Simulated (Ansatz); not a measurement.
Born–Oppenheimer molecular dynamics of a periodic cell of 40 atoms, CF₄ (packed as 8 CF4, density as packed 1.46 g/cm³ with natural masses). It starts from a partly relaxed structure (largest force component 0.19 eV/Å).

The calculation used DFT LDA, scalar-relativistic, plane waves, PAW in Ansatz 0.2.0. Settings: cutoff 420 eV, k mesh 1x1x1, fermi-dirac smearing 0.02 eV, no spin polarisation.

* ensemble: NVT, Langevin thermostat
* time step: 1 fs
* steps asked: 300
* set temperature: 500 K
* friction: 0.02 /fs
* seed: 446996

Frames 2 fs apart, positions in Å, forces in eV/Å.

Velocities at 40 fs (Å/ps):

```
C 2.61 0.57 -2.77
F -2.15 -2.29 -0.76
F -0.43 -0.23 2.70
F 2.72 7.80 -2.94
F -5.82 -1.40 -1.09
C -10.98 -2.38 -8.87
F -4.22 8.53 2.46
F 2.90 -2.09 -2.17
F 10.10 9.61 7.92
F 0.11 -0.55 -4.53
C -5.30 -0.64 -3.43
F -4.85 2.20 -1.29
F 2.21 0.96 -6.77
F -4.79 1.88 -3.78
F -3.29 -2.68 -0.93
C 4.09 0.99 -10.00
F -2.99 1.47 -2.44
F 3.80 2.51 7.07
F -4.81 -5.68 -2.10
F -4.31 -2.98 -2.73
C -3.69 -3.44 9.72
F 3.28 -0.33 -0.35
F -1.51 -1.89 0.64
F 2.84 -2.53 -4.68
F -1.73 1.25 -0.41
C -4.53 -1.19 1.40
F 8.94 1.42 8.31
F -0.20 1.83 7.34
F 5.71 -0.62 -3.27
F 0.92 6.56 11.41
C -10.13 -4.97 -5.28
F -3.68 -1.12 4.23
F -7.28 0.93 6.25
F -0.35 2.87 -2.15
F 1.95 1.25 0.57
C -2.15 -1.40 0.41
F 4.36 -0.12 3.38
F 7.55 -0.62 -4.66
F 2.71 6.60 -10.30
F -1.12 1.92 -5.53
```

```xyz
40
Lattice="9.2863 0.0000 0.0000 0.0000 9.2863 0.0000 0.0000 0.0000 9.2863" Properties=species:S:1:pos:R:3:forces:R:3 time_fs=40 energy_less_start_eV=1.058 T=421
C 3.383 8.481 5.765 -0.19 -2.16 0.03
F 2.710 8.924 4.742 0.22 0.70 -0.34
F 2.847 7.284 6.076 -0.15 0.55 0.45
F 4.636 8.200 5.445 0.02 0.92 0.04
F 3.296 9.300 6.783 0.23 0.02 -0.16
C 4.386 4.977 3.376 -2.51 -2.12 0.26
F 5.377 5.699 3.589 2.55 2.37 0.68
F 3.613 5.493 2.434 -0.22 0.07 0.26
F 4.813 3.795 2.970 -0.26 -0.43 -0.06
F 3.674 4.819 4.523 0.44 0.20 -1.14
C 5.398 1.704 8.742 -1.29 0.05 1.39
F 6.316 2.375 9.379 0.72 -0.19 0.75
F 5.837 0.549 8.321 0.11 -0.42 0.26
F 4.316 1.539 9.569 1.25 -0.19 -0.77
F 5.031 2.421 7.747 -0.81 0.76 -1.66
C 8.558 8.683 5.128 -1.65 1.41 0.57
F 8.394 9.064 6.434 0.95 -0.30 -1.57
F 9.486 9.385 4.491 -0.34 -0.41 0.89
F 8.797 7.413 5.065 0.42 -0.39 0.09
F 7.380 8.945 4.548 0.47 -0.21 -0.02
C 8.749 6.487 9.025 1.37 -2.22 0.03
F 9.150 7.129 7.995 0.34 0.61 -1.85
F 9.208 7.063 10.063 0.19 1.40 2.32
F 7.458 6.403 9.035 -0.80 -0.37 0.10
F 9.344 5.249 9.046 -1.10 0.52 -0.52
C 1.324 3.370 6.746 1.92 -0.51 -0.86
F 0.441 2.417 6.657 -0.05 -0.75 0.06
F 0.828 4.438 6.233 -0.70 1.53 -0.18
F 1.699 3.544 7.989 -0.13 -0.18 0.07
F 2.441 3.087 6.000 -1.09 -0.35 0.90
C 9.007 3.805 2.928 -0.90 -0.56 -0.24
F 8.269 4.633 3.583 -1.07 1.36 0.91
F 8.230 3.288 1.956 1.19 0.49 -0.16
F 10.073 4.460 2.529 0.04 -0.60 -0.73
F 9.323 2.824 3.728 0.76 -0.66 0.24
C 4.448 5.658 8.498 0.27 0.79 -2.24
F 5.152 5.404 7.367 -0.30 -0.06 0.86
F 4.768 6.863 8.903 -0.23 0.58 0.04
F 3.168 5.599 8.159 0.34 -0.01 0.63
F 4.764 4.831 9.424 0.01 -1.24 0.67
40
Lattice="9.2863 0.0000 0.0000 0.0000 9.2863 0.0000 0.0000 0.0000 9.2863" Properties=species:S:1:pos:R:3:forces:R:3 time_fs=42 energy_less_start_eV=1.032 T=471
C 3.388 8.476 5.758 -0.50 -1.87 0.31
F 2.705 8.919 4.739 0.26 0.64 -0.37
F 2.847 7.285 6.082 0.02 0.52 0.31
F 4.639 8.216 5.439 0.05 0.78 0.03
F 3.286 9.299 6.781 0.31 -0.04 -0.28
C 4.362 4.968 3.358 -0.49 -0.80 1.49
F 5.370 5.718 3.595 1.46 1.70 0.37
F 3.618 5.486 2.431 -0.80 0.26 -0.40
F 4.834 3.814 2.981 -0.23 -1.14 -0.43
F 3.675 4.819 4.512 0.07 0.07 -1.01
C 5.384 1.700 8.739 -0.74 0.09 1.35
F 6.308 2.378 9.378 0.51 -0.35 0.67
F 5.841 0.550 8.308 -0.08 -0.26 0.44
F 4.308 1.544 9.563 1.19 -0.31 -0.73
F 5.027 2.418 7.745 -0.91 0.84 -1.76
C 8.564 8.691 5.108 -2.10 0.68 1.37
F 8.387 9.068 6.428 1.00 -0.34 -1.82
F 9.496 9.390 4.505 -0.29 -0.35 0.56
F 8.788 7.404 5.059 0.46 0.20 -0.02
F 7.374 8.939 4.541 0.77 -0.10 -0.14
C 8.744 6.473 9.045 1.94 -1.50 -1.33
F 9.158 7.126 7.993 0.08 0.22 -1.08
F 9.207 7.061 10.067 0.18 1.42 2.54
F 7.463 6.397 9.026 -1.19 -0.40 0.27
F 9.339 5.251 9.044 -1.00 0.21 -0.33
C 1.318 3.368 6.746 2.50 0.14 -0.53
F 0.459 2.417 6.672 -0.64 -1.20 -0.12
F 0.826 4.445 6.243 -0.84 1.40 -0.23
F 1.711 3.543 7.983 -0.25 -0.07 0.47
F 2.442 3.103 6.024 -0.83 -0.52 0.38
C 8.987 3.794 2.917 -0.16 0.33 0.59
F 8.259 4.632 3.589 -0.82 1.09 0.66
F 8.217 3.293 1.969 0.89 0.17 -0.64
F 10.071 4.464 2.523 -0.53 -0.91 -0.64
F 9.327 2.826 3.731 0.63 -0.63 0.05
C 4.443 5.653 8.492 0.61 1.43 -2.55
F 5.160 5.406 7.375 -0.20 -0.21 0.49
F 4.782 6.861 8.895 -0.39 0.62 0.12
F 3.175 5.611 8.136 0.10 -0.07 0.71
F 4.762 4.837 9.410 -0.04 -1.71 1.19
40
Lattice="9.2863 0.0000 0.0000 0.0000 9.2863 0.0000 0.0000 0.0000 9.2863" Properties=species:S:1:pos:R:3:forces:R:3 time_fs=44 energy_less_start_eV=1.086 T=450
C 3.391 8.464 5.750 -0.83 -1.17 0.71
F 2.699 8.913 4.736 0.33 0.51 -0.33
F 2.847 7.286 6.089 0.12 0.37 0.20
F 4.638 8.232 5.434 0.17 0.57 -0.02
F 3.279 9.300 6.781 0.36 -0.26 -0.55
C 4.343 4.959 3.343 1.24 0.30 2.53
F 5.368 5.740 3.604 0.53 1.08 0.06
F 3.621 5.476 2.431 -1.36 0.50 -1.10
F 4.855 3.832 2.987 -0.16 -1.71 -0.67
F 3.676 4.821 4.500 -0.25 -0.10 -0.80
C 5.365 1.694 8.742 0.09 0.41 0.98
F 6.304 2.385 9.383 0.08 -0.66 0.46
F 5.846 0.551 8.296 -0.31 -0.03 0.67
F 4.301 1.547 9.554 1.00 -0.46 -0.56
F 5.022 2.418 7.741 -0.89 0.73 -1.58
C 8.566 8.702 5.089 -2.43 -0.15 2.00
F 8.383 9.073 6.418 0.97 -0.35 -1.92
F 9.507 9.394 4.522 -0.19 -0.20 0.19
F 8.778 7.397 5.050 0.47 0.75 -0.09
F 7.367 8.936 4.528 1.02 0.04 -0.21
C 8.745 6.454 9.061 2.17 -0.39 -2.13
F 9.167 7.122 7.987 -0.13 -0.14 -0.35
F 9.209 7.066 10.076 0.01 1.13 2.25
F 7.467 6.389 9.018 -1.28 -0.41 0.42
F 9.335 5.255 9.041 -0.77 -0.25 -0.12
C 1.321 3.368 6.742 2.38 0.56 -0.18
F 0.474 2.412 6.684 -0.86 -1.28 -0.27
F 0.825 4.455 6.250 -0.88 1.12 -0.23
F 1.723 3.544 7.976 -0.31 0.05 0.90
F 2.442 3.118 6.047 -0.40 -0.68 -0.23
C 8.969 3.783 2.908 0.44 1.25 1.63
F 8.247 4.638 3.594 -0.49 0.70 0.39
F 8.205 3.299 1.984 0.49 -0.25 -1.25
F 10.067 4.465 2.517 -0.89 -1.11 -0.59
F 9.329 2.829 3.738 0.47 -0.55 -0.16
C 4.438 5.652 8.478 1.00 1.71 -2.20
F 5.164 5.408 7.386 0.04 -0.38 -0.09
F 4.796 6.860 8.884 -0.56 0.64 0.17
F 3.181 5.623 8.111 -0.21 -0.10 0.73
F 4.758 4.840 9.399 -0.20 -1.83 1.35
40
Lattice="9.2863 0.0000 0.0000 0.0000 9.2863 0.0000 0.0000 0.0000 9.2863" Properties=species:S:1:pos:R:3:forces:R:3 time_fs=46 energy_less_start_eV=1.177 T=448
C 3.389 8.440 5.744 -0.87 0.14 0.86
F 2.696 8.912 4.731 0.38 0.27 -0.22
F 2.851 7.289 6.091 0.01 -0.15 0.20
F 4.637 8.246 5.428 0.28 0.32 -0.06
F 3.275 9.299 6.781 0.37 -0.56 -0.79
C 4.326 4.950 3.336 2.58 1.10 2.95
F 5.368 5.763 3.610 -0.15 0.58 -0.15
F 3.621 5.465 2.429 -1.71 0.63 -1.55
F 4.878 3.845 2.991 -0.19 -1.94 -0.72
F 3.677 4.829 4.488 -0.54 -0.31 -0.49
C 5.348 1.688 8.748 0.81 0.87 0.33
F 6.300 2.392 9.391 -0.30 -0.91 0.23
F 5.847 0.554 8.285 -0.41 0.06 0.86
F 4.296 1.548 9.542 0.65 -0.60 -0.21
F 5.012 2.416 7.735 -0.77 0.59 -1.24
C 8.561 8.707 5.081 -2.33 -0.48 2.06
F 8.381 9.076 6.407 0.84 -0.36 -1.89
F 9.519 9.395 4.536 -0.38 -0.24 0.05
F 8.771 7.392 5.043 0.42 1.06 -0.11
F 7.359 8.934 4.513 1.27 0.11 -0.14
C 8.749 6.431 9.071 2.05 1.08 -2.28
F 9.176 7.115 7.978 -0.25 -0.40 0.18
F 9.208 7.076 10.087 -0.26 0.63 1.59
F 7.469 6.379 9.008 -1.10 -0.44 0.53
F 9.332 5.261 9.043 -0.42 -0.93 0.04
C 1.332 3.369 6.736 1.62 0.76 0.34
F 0.485 2.406 6.695 -0.82 -1.09 -0.44
F 0.823 4.468 6.263 -0.77 0.74 -0.25
F 1.732 3.542 7.969 -0.31 0.18 1.32
F 2.439 3.128 6.069 0.24 -0.81 -0.99
C 8.955 3.770 2.903 0.91 2.16 2.61
F 8.233 4.646 3.599 -0.11 0.26 0.12
F 8.195 3.306 1.998 0.02 -0.70 -1.86
F 10.061 4.462 2.509 -1.12 -1.24 -0.52
F 9.333 2.829 3.745 0.32 -0.44 -0.33
C 4.434 5.658 8.453 1.54 1.46 -0.83
F 5.165 5.407 7.395 0.40 -0.52 -0.85
F 4.811 6.864 8.874 -0.73 0.51 0.11
F 3.189 5.633 8.091 -0.66 -0.07 0.64
F 4.757 4.836 9.393 -0.50 -1.34 0.90
40
Lattice="9.2863 0.0000 0.0000 0.0000 9.2863 0.0000 0.0000 0.0000 9.2863" Properties=species:S:1:pos:R:3:forces:R:3 time_fs=48 energy_less_start_eV=1.311 T=421
C 3.385 8.416 5.739 -0.66 1.61 0.68
F 2.699 8.914 4.724 0.39 -0.01 -0.06
F 2.855 7.291 6.091 -0.27 -0.84 0.31
F 4.635 8.255 5.422 0.37 0.09 -0.05
F 3.271 9.300 6.777 0.35 -0.81 -0.89
C 4.318 4.948 3.337 3.30 1.50 2.42
F 5.367 5.787 3.616 -0.56 0.26 -0.28
F 3.618 5.459 2.422 -1.59 0.50 -1.45
F 4.902 3.853 2.995 -0.36 -1.71 -0.61
F 3.677 4.837 4.476 -0.82 -0.48 -0.05
C 5.333 1.681 8.757 1.46 1.36 -0.55
F 6.298 2.395 9.399 -0.64 -1.11 0.03
F 5.846 0.556 8.279 -0.47 0.14 0.99
F 4.294 1.544 9.531 0.19 -0.72 0.24
F 4.997 2.417 7.729 -0.55 0.33 -0.74
C 8.552 8.707 5.081 -2.00 -0.42 1.78
F 8.384 9.077 6.393 0.64 -0.32 -1.63
F 9.528 9.394 4.548 -0.62 -0.35 -0.01
F 8.762 7.392 5.039 0.38 1.04 -0.13
F 7.353 8.934 4.499 1.42 0.13 -0.03
C 8.757 6.407 9.078 1.56 2.69 -2.17
F 9.186 7.104 7.969 -0.34 -0.57 0.61
F 9.208 7.087 10.102 -0.54 0.06 0.81
F 7.470 6.365 9.000 -0.72 -0.41 0.62
F 9.330 5.266 9.047 0.07 -1.81 0.19
C 1.348 3.375 6.732 0.46 0.77 0.88
F 0.498 2.401 6.707 -0.71 -0.81 -0.61
F 0.819 4.484 6.277 -0.56 0.36 -0.28
F 1.738 3.543 7.965 -0.22 0.34 1.72
F 2.437 3.133 6.087 0.99 -0.86 -1.74
C 8.943 3.760 2.905 1.26 2.67 3.06
F 8.223 4.650 3.606 0.10 -0.05 0.00
F 8.186 3.309 2.008 -0.26 -0.97 -2.13
F 10.052 4.457 2.503 -1.25 -1.32 -0.43
F 9.335 2.824 3.752 0.15 -0.30 -0.47
C 4.434 5.670 8.424 1.79 0.94 1.02
F 5.165 5.407 7.403 0.94 -0.65 -1.79
F 4.827 6.872 8.865 -0.89 0.31 0.00
F 3.196 5.643 8.074 -1.00 0.04 0.52
F 4.756 4.828 9.388 -0.78 -0.61 0.24
```

Of the whole run (300 fs, mean temperature of the second half 480 K): A run of 0.3 ps of so small a system gives no equilibrium averages. Limits of this set-up: coarse k mesh.

Time of the run: 11 min on 2 threads of AMD EPYC 7B13 (Zen 3), on a shared host, peak memory 0.77 GiB.
